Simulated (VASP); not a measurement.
# SrO (strained measured structure): a PBE single-point calculation in VASP

INCAR

```
NELM = 120
EDIFF = 1E-7
IBRION = -1
NBANDS = 15
ISIF = 2
LWAVE = .FALSE.
GGA = PE
LCHARG = .FALSE.
ENCUT = 520
PREC = Accurate
NSW = 0
ISMEAR = -1
SIGMA = 0.02
LASPH = .TRUE.
LREAL = .FALSE.
```

KPOINTS

```
KPOINTS created by Atomic Simulation Environment
0
Gamma
8 8 8
0 0 0
```

KPOINTS_OPT

```
special points
7
Reciprocal
0.0000000000 0.0000000000 0.0000000000 1
0.5000000000 0.0000000000 0.5000000000 1
0.6250000000 0.2500000000 0.6250000000 1
0.3750000000 0.3750000000 0.7500000000 1
0.5000000000 0.5000000000 0.5000000000 1
0.5000000000 0.2500000000 0.7500000000 1
0.0000000000 0.5000000000 0.5000000000 1
```

POSCAR

```
Sr O
 1.0000000000000000
     0.0000000000000000    2.5798927167999999    2.6694149940999998
     2.5798927167999999    0.0000000000000000    2.6694149940999998
     2.5798927167999999    2.5798927167999999    0.0000000000000000
 Sr  O
   1   1
Cartesian
  2.5798927167999999  2.5798927167999999  2.6694149940999998
  0.0000000000000000  0.0000000000000000  0.0000000000000000
```

VASP ran with the recommended PBE PAW datasets (16 valence electrons in the cell).

Command

```
mpirun -np 1 vasp_std
```

OSZICAR

```
N       E                     dE             d eps       ncg     rms          rms(c)
DAV:   1     0.621522850702E+02    0.62152E+02   -0.77602E+03  1778   0.100E+03
DAV:   2    -0.108139599031E+02   -0.72966E+02   -0.66086E+02  2533   0.211E+02
DAV:   3    -0.142060572021E+02   -0.33921E+01   -0.33785E+01  2707   0.391E+01
DAV:   4    -0.142528915640E+02   -0.46834E-01   -0.46831E-01  2106   0.368E+00
DAV:   5    -0.142531820051E+02   -0.29044E-03   -0.29044E-03  2312   0.263E-01    0.153E+01
DAV:   6    -0.122107023697E+02    0.20425E+01   -0.68747E+00  1840   0.192E+01    0.180E+01
DAV:   7    -0.120551104436E+02    0.15559E+00   -0.32968E-01  2064   0.501E+00    0.104E+01
DAV:   8    -0.120438968946E+02    0.11214E-01   -0.12404E-01  2211   0.355E+00    0.374E-01
DAV:   9    -0.120450035211E+02   -0.11066E-02   -0.63638E-03  2225   0.511E-01    0.237E-01
DAV:  10    -0.120454581145E+02   -0.45459E-03   -0.43498E-04  1945   0.198E-01    0.916E-02
DAV:  11    -0.120456253184E+02   -0.16720E-03   -0.17466E-04  1903   0.970E-02    0.279E-02
DAV:  12    -0.120456454894E+02   -0.20171E-04   -0.29749E-05  1896   0.392E-02    0.223E-02
DAV:  13    -0.120456451835E+02    0.30597E-06   -0.16029E-06  2050   0.114E-02    0.351E-03
DAV:  14    -0.120456448853E+02    0.29819E-06   -0.18172E-07  2335   0.323E-03    0.215E-03
DAV:  15    -0.120456448613E+02    0.23995E-07   -0.10061E-08  1018   0.106E-03
   1 F= -.12045645E+02 E0= -.12045645E+02  d E =-.254704E-12
       N       E                     dE             ncg
DAV:   1     0.580084652299E+03   -0.42934E+04      210
DAV:   2     0.989112707916E+02   -0.48117E+03      281
DAV:   3     0.742593601120E+02   -0.24652E+02      338
DAV:   4     0.740820720379E+02   -0.17729E+00      245
DAV:   5     0.740773828506E+02   -0.46892E-02      267
DAV:   6     0.740773438377E+02   -0.39013E-04      224
DAV:   7     0.740773431140E+02   -0.72361E-06      297
DAV:   8     0.740773431113E+02   -0.27371E-08      168
```

From OUTCAR

```
k-points           NKPTS =     59   k-points in BZ     NKDIM =     59   number of bands    NBANDS=     15

   NELECT =      16.0000    total number of electrons

   dimension x,y,z NGX =    28 NGY =   28 NGZ =   28
   dimension x,y,z NGXF=    56 NGYF=   56 NGZF=   56

  energy-cutoff  :      520.00
  volume of cell :       35.53
      direct lattice vectors                 reciprocal lattice vectors
     0.000000000  2.579892717  2.669414994    -0.193806509  0.193806509  0.187306957
     2.579892717  0.000000000  2.669414994     0.193806509 -0.193806509  0.187306957
     2.579892717  2.579892717  0.000000000     0.193806509  0.193806509 -0.187306957

 k-points in reciprocal lattice and weights: KPOINTS created by Atomic Simulation Env
   0.00000000  0.00000000  0.00000000       0.002
   0.12500000  0.00000000  0.00000000       0.016
   0.25000000  0.00000000  0.00000000       0.016
   0.37500000  0.00000000  0.00000000       0.016
   0.50000000  0.00000000  0.00000000       0.008
   0.12500000  0.12500000  0.00000000       0.004
   0.25000000  0.12500000  0.00000000       0.016
   0.37500000  0.12500000  0.00000000       0.016
   ...

 E-fermi :   1.9660

 k-point     1 :       0.0000    0.0000    0.0000
  band No.  band energies     occupation
      1     -31.0850      2.00000
      2     -13.5776      2.00000
      3     -12.7891      2.00000
      4     -12.7558      2.00000
      5     -12.7558      2.00000
      6       1.3950      2.00000
      7       1.4932      2.00000
      8       1.4932      2.00000
      9       5.1075      0.00000
     10       7.4107      0.00000
     11       7.6594      0.00000
     12       7.6594      0.00000
     13       9.4603      0.00000
     14       9.8586      0.00000
     15      13.9611      0.00000

 k-point     2 :       0.1250    0.0000    0.0000
  band No.  band energies     occupation
      1     -31.0686      2.00000
      2     -13.9560      2.00000
      3     -12.7964      2.00000
      4     -12.7630      2.00000
      5     -12.4253      2.00000
      6       1.0132      2.00000
      7       1.2568      2.00000
      8       1.3047      2.00000
      9       5.7864      0.00000
     10       7.4120      0.00000
     11       7.8118      0.00000
     12       7.9393      0.00000
     13       9.8346      0.00000
     14      10.2443      0.00000
     15      14.9092      0.00000

 k-point     3 :       0.2500    0.0000    0.0000
  band No.  band energies     occupation
      1     -31.0287      2.00000
      2     -14.5025      2.00000
      3     -12.8322      2.00000
      4     -12.7803      2.00000
      5     -11.9766      2.00000
      6       0.2244      2.00000
      7       0.8686      2.00000
      8       0.8955      2.00000
      9       7.1979      0.00000
     10       7.4304      0.00000
     11       8.6060      0.00000
     12       8.7003      0.00000
     13      10.7796      0.00000
     14      11.2052      0.00000
     15      16.7520      0.00000

 k-point     4 :       0.3750    0.0000    0.0000
  band No.  band energies     occupation
      1     -30.9883      2.00000
      2     -14.9007      2.00000
      3     -12.8677      2.00000
      4     -12.7972      2.00000
      5     -11.6761      2.00000
      6      -0.3980      2.00000
      7       0.5313      2.00000
      8       0.5353      2.00000
      9       7.6120      0.00000
     10       8.8086      0.00000
     11       9.5778      0.00000
     12       9.6325      0.00000
     13      11.9763      0.00000
     14      12.3765      0.00000
     15      16.3479      0.00000

 k-point     5 :       0.5000    0.0000    0.0000
  band No.  band energies     occupation
      1     -30.9714      2.00000
      2     -15.0448      2.00000
      3     -12.8823      2.00000
      4     -12.8041      2.00000
      5     -11.5723      2.00000
      6      -0.6281      2.00000
      7       0.3972      2.00000
      8       0.4022      2.00000
      9       7.8140      0.00000
     10       9.5523      0.00000
     11      10.0305      0.00000
     12      10.0895      0.00000
     13      12.7689      0.00000
     14      13.1271      0.00000
     15      15.6353      0.00000

 k-point     6 :       0.1250    0.1250    0.0000
  band No.  band energies     occupation
      1     -31.0650      2.00000
      2     -13.9204      2.00000
      3     -12.7985      2.00000
      4     -12.7985      2.00000
      5     -12.4764      2.00000
      6       0.7298      2.00000
      7       1.4371      2.00000
      8       1.4371      2.00000
      9       5.9372      0.00000
     10       6.8332      0.00000
     11       8.2346      0.00000
     12       8.2346      0.00000
     13      10.0417      0.00000
     14      10.0624      0.00000
     15      15.1102      0.00000

 k-point     7 :       0.2500    0.1250    0.0000
  band No.  band energies     occupation
      1     -31.0343      2.00000
      2     -14.2808      2.00000
      3     -12.8410      2.00000
      4     -12.8356      2.00000
      5     -12.2071      2.00000
      6       0.2791      2.00000
      7       1.1340      2.00000
      8       1.2306      2.00000
      9       6.6301      0.00000
     10       6.9749      0.00000
     11       8.8299      0.00000
     12       8.9796      0.00000
     13      10.5940      0.00000
     14      10.7832      0.00000
     15      16.6996      0.00000

 k-point     8 :       0.3750    0.1250    0.0000
  band No.  band energies     occupation
      1     -30.9941      2.00000
      2     -14.6810      2.00000
      3     -12.9083      2.00000
      4     -12.8528      2.00000
      5     -11.9119      2.00000
      6      -0.1062      2.00000
      7       0.6741      2.00000
      8       0.8505      2.00000
      9       7.0193      0.00000
     10       8.2421      0.00000
     11       9.6212      0.00000
     12       9.8609      0.00000
     13      11.7223      0.00000
     14      11.7357      0.00000
     15      16.4595      0.00000

 k-point     9 :       0.5000    0.1250    0.0000
  band No.  band energies     occupation
      1     -30.9681      2.00000
      2     -14.9199      2.00000
      3     -12.9754      2.00000
      4     -12.8401      2.00000
      5     -11.7140      2.00000
      6      -0.3750      2.00000
      7       0.4810      2.00000
      8       0.5354      2.00000
      9       7.6835      0.00000
     10       8.7243      0.00000
     11      10.3005      0.00000
     12      10.4026      0.00000
     13      12.8227      0.00000
     14      12.8672      0.00000
     15      14.9430      0.00000

 k-point    10 :      -0.3750    0.1250    0.0000
  band No.  band energies     occupation
      1     -30.9719      2.00000
      2     -14.9243      2.00000
      3     -13.0008      2.00000
      4     -12.8051      2.00000
      5     -11.6638      2.00000
      6      -0.3926      2.00000
      7       0.4347      2.00000
      8       0.6078      2.00000
      9       7.6895      0.00000
     10       8.6410      0.00000
     11       9.8610      0.00000
     12      10.1255      0.00000
     13      12.7840      0.00000
     14      12.9371      0.00000
     15      15.4357      0.00000

 k-point    11 :      -0.2500    0.1250    0.0000
  band No.  band energies     occupation
      1     -31.0031      2.00000
      2     -14.6998      2.00000
      3     -12.9655      2.00000
      4     -12.7678      2.00000
      5     -11.7887      2.00000
      6      -0.0833      2.00000
      7       0.5903      2.00000
      8       0.9271      2.00000
      9       7.2665      0.00000
     10       7.6665      0.00000
     11       8.9310      0.00000
     12       9.5512      0.00000
     13      11.4989      0.00000
     14      11.9963      0.00000
     15      17.1941      0.00000

 k-point    12 :      -0.1250    0.1250    0.0000
  band No.  band energies     occupation
      1     -31.0432      2.00000
      2     -14.3223      2.00000
      3     -12.8830      2.00000
      4     -12.7503      2.00000
      5     -12.0792      2.00000
      6       0.4816      2.00000
      7       0.9397      2.00000
      8       1.2112      2.00000
      9       6.4710      0.00000
     10       7.2004      0.00000
     11       8.1897      0.00000
     12       8.6294      0.00000
     13      10.3271      0.00000
     14      11.0296      0.00000
     15      16.2163      0.00000

 k-point    13 :       0.2500    0.2500    0.0000
  band No.  band energies     occupation
      1     -31.0167      2.00000
      2     -14.2085      2.00000
      3     -12.9005      2.00000
      4     -12.9005      2.00000
      5     -12.3858      2.00000
      6       0.1958      2.00000
      7       1.3683      2.00000
      8       1.3683      2.00000
      9       5.8276      0.00000
     10       7.2393      0.00000
     11       9.6862      0.00000
     12       9.6862      0.00000
     13      10.5280      0.00000
     14      11.0663      0.00000
     15      17.7617      0.00000

 ...

  Total        0.1655796      0.1655796     -0.6217546      0.0000000      0.0000000     -0.0000000
  in kB        7.4656551      7.4656551    -28.0336863      0.0000000      0.0000000     -0.0000000
  external PRESSURE =      -4.3674587 kB  Pullay stress =       0.0000000 kB

 POSITION                                       TOTAL-FORCE (eV/Angst)
 -----------------------------------------------------------------------------------
      2.57989      2.57989      2.66941         0.000000     -0.000000     -0.000000
      0.00000      0.00000      0.00000        -0.000000      0.000000      0.000000
 -----------------------------------------------------------------------------------
    total drift:                                0.000000      0.000000      0.000000

  FREE ENERGIE OF THE ION-ELECTRON SYSTEM (eV)
  ---------------------------------------------------
  free  energy   TOTEN  =       -12.0456448613 eV

  energy  without entropy=      -12.0456448613  energy(sigma->0) =      -12.04564486
```

```
gap between bands v and c : 3.22 eV
least direct gap          : 3.33 eV
pressure                  : -0.4 GPa
```

Band v is the last that the valence electrons fill when counted band by band, and c is the next.

The run took about 42 s on one core of a shared host (Intel Xeon Platinum 8488C) and held 0.19 GiB at most.
